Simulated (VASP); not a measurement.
TiSe2, 3 atoms in the cell. The structure is trigonal, space group P-3m1 (No. 164). The conventional cell has a = 3.536 Å, b = 3.536 Å, c = 6.004 Å, α = 90.00°, β = 90.00°, γ = 120.00°. Around Ti (site symmetry -3m) lie 6 Se at 2.55 Å. Se (site symmetry 3m) has 3 Ti at 2.55 Å as nearest neighbours. 

```yaml
Program: VASP 6.6.1
Task: relaxation of cell and atoms
Functional: PBE
Dispersion: D3(BJ)
Potentials_or_basis: VASP PAW PBE potentials, release 64 (Ti_sv, Se)
Cutoff: 520 eV
k_mesh: 12 × 12 × 6
Occupations: gaussian, width 0.02 eV
Spin: no spin polarisation
Further_INCAR_settings: ALGO = Normal; EDIFF = 1e-07; IBRION = 2; EDIFFG = -0.15; NSW = 80; ISIF = 3
```

Potentials or basis: VASP PAW PBE potentials, release 64 (Ti_sv, Se).

Command:

```bash
$ cat potpaw_PBE.64/Ti_sv/POTCAR potpaw_PBE.64/Se/POTCAR > POTCAR
$ mpirun -np 1 vasp_std > vasp.out
```

Hardware: 1 thread of Intel(R) Xeon(R) 6975P-C (Granite Rapids), with other jobs on the host.

Task: Estimate the wall time of this run.

Result: It took 2.8 min on 1 thread of Intel(R) Xeon(R) 6975P-C (Granite Rapids) (shared host), peak memory 0.28 GiB. Counts: scf iterations 58, k points 100, ion steps 5.
